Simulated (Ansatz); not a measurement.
## CoO: two-dimensional strain map

Computed with DFT PBEsol, scalar-relativistic, plane waves, PAW (Ansatz 0.2.0). Cutoff 420 eV, Γ-centred 18×18×18 k-points, Gaussian smearing of 0.15 eV. Collinear spins, started from moments 2.6, 0.3 μB in atom order; the magnetic state may not be the lowest. Energies are free energies at this smearing, counted from the undisturbed cell; pressure is positive in compression.

The undisturbed cell (as given, not relaxed at this level; it stands at -9.1 GPa):

```
Co O
1.0
     1.50547    0.86918    2.43993
    -1.50547    0.86918    2.43993
     0.00000   -1.73837    2.43993
Co O
1 1
Direct
  0.00000 0.00000 0.00000
  0.50000 0.50000 0.50000
```

The cell is strained by p along both x and y and by q along z, fractional coordinates fixed. Points are written (p, q). At -9 GPa the given cell is far from its own equilibrium, so these figures belong to a strongly strained crystal.

Energy above the undisturbed cell in meV/atom (a dash: not computed):

```
 p \ q  -0.080  -0.040  0.000  0.040  0.080
-0.080   171.6       ?   33.6   -8.2  -26.3
-0.040    37.5     5.0  -14.2  -19.4   -6.3
 0.000       ?       ?    0.0   28.5   70.9
 0.040    -1.5       ?   72.5  129.2  196.0
 0.080    84.7   134.6  198.7  273.9  357.8
```

(1) Fill in the withheld energies.

Answers

(1) (-0.080, -0.040): 94.9; (0.000, -0.080): -19.4; (0.000, -0.040): -16.4; (0.040, -0.040): 28.0.